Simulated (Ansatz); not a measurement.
Hf, one cell by several methods

```
Hf
1.0
     3.19670    0.00000    0.00000
    -1.59835    2.76842    0.00000
     0.00000    0.00000    5.05780
Hf
2
Direct
  0.33333 0.66667 0.25000
  0.66667 0.33333 0.75000
```

Atoms are numbered in the order listed.

Conventional cell: a = 3.197 Å, b = 3.197 Å, c = 5.058 Å, α = 90.00°, β = 90.00°, γ = 120.00°. Hf (atom 1) has 12 Hf at 3.13 to 3.20 Å as nearest neighbours.

The cell is COD entry 9008501, as deposited and not checked against the literature; nothing was relaxed.

Methods: DFT, PBE, PAW with Ansatz's default frozen-core files, fully relativistic files with spin-orbit coupling (Ansatz 0.2.0); DFT, PBE, all-electron LAPW, Dirac equation with spin-orbit coupling (Ansatz 0.2.0).

For PAW: a Γ-centred 13×13×7 k mesh, Fermi–Dirac smearing of 0.05 eV, cutoff 420 eV, no spin polarisation. LAPW targets a basis error of 0.5 meV/atom. The Ansatz runs share mesh, smearing and spin set-up. Plane-wave (PAW) pressures include the program's estimate of the Pulay term.

Stress and pressure are positive in compression.

Levels count from the Fermi level.

```json
{"quantity": "pressure (GPa)", "PAW": "0.48", "LAPW": "0.51"}
{"quantity": "stress xx (GPa)", "PAW": "0.51", "LAPW": "0.53"}
{"quantity": "stress zz (GPa)", "PAW": "0.43", "LAPW": "0.46"}
{"quantity": "highest filled level at A (eV)", "PAW": "-5.373", "LAPW": "-5.373"}
{"quantity": "lowest empty level at A (eV)", "PAW": "0.150", "LAPW": "0.150"}
{"quantity": "highest filled level at Γ (eV)", "PAW": "-3.682", "LAPW": "-3.683"}
{"quantity": "lowest empty level at Γ (eV)", "PAW": "0.587", "LAPW": "0.586"}
{"quantity": "highest filled level at H (eV)", "PAW": "-0.062", "LAPW": "-0.062"}
{"quantity": "lowest empty level at H (eV)", "PAW": "2.423", "LAPW": "2.423"}
```

PAW's pressure differs from the LAPW value by -0.02 GPa.
